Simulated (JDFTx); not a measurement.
Here is a JDFTx 1.7.0 (patched build) calculation.

Contents of BeTe.in:

```
include BeTe.lattice
coords-type Lattice
include BeTe.ionpos

ion-species pseudo/Te.upf
ion-species pseudo/Be.upf
elec-cutoff 40 320
elec-ex-corr mgga-x-r2scan mgga-c-r2scan
kpoint-folding 4 4 4
elec-smearing Fermi 0.0018374661
elec-n-bands 16
electronic-SCF nIterations 100 energyDiffThreshold 1e-09
electronic-minimize nIterations 30 energyDiffThreshold 1e-7
converge-empty-states yes
forces-output-coords Cartesian

dump-name run.$VAR
dump End Ecomponents EigStats BandEigs Kpoints Forces Stress ElecDensity KEdensity
```

File BeTe.lattice:

```
lattice \
    0.0000000000     5.2345413652     5.2345413652 \
    5.2345413652     0.0000000000     5.2345413652 \
    5.2345413652     5.2345413652     0.0000000000
```

File BeTe.ionpos:

```
ion Te     0.7500000000     0.7500000000     0.7500000000 1
ion Be     0.0000000000     0.0000000000     0.0000000000 1
```

Potentials or basis: SG15-PBE-1.2 with smoothed tails.

Run with:

```sh
$ jdftx -c 1 -i BeTe.in -o BeTe.out
```

Predict the band gap on the k mesh.

2.36 eV, indirect (least direct gap 4.19 eV).

What does it give for the pressure?

3.7 GPa.

Caveat: the k mesh is coarse (spacing up to 0.49 Å⁻¹), so the values aren't converged; the potentials were made for another functional, which shifts forces and pressure; spin-orbit coupling is left out, which moves the levels of the heavy elements. A k mesh can miss the band edges.
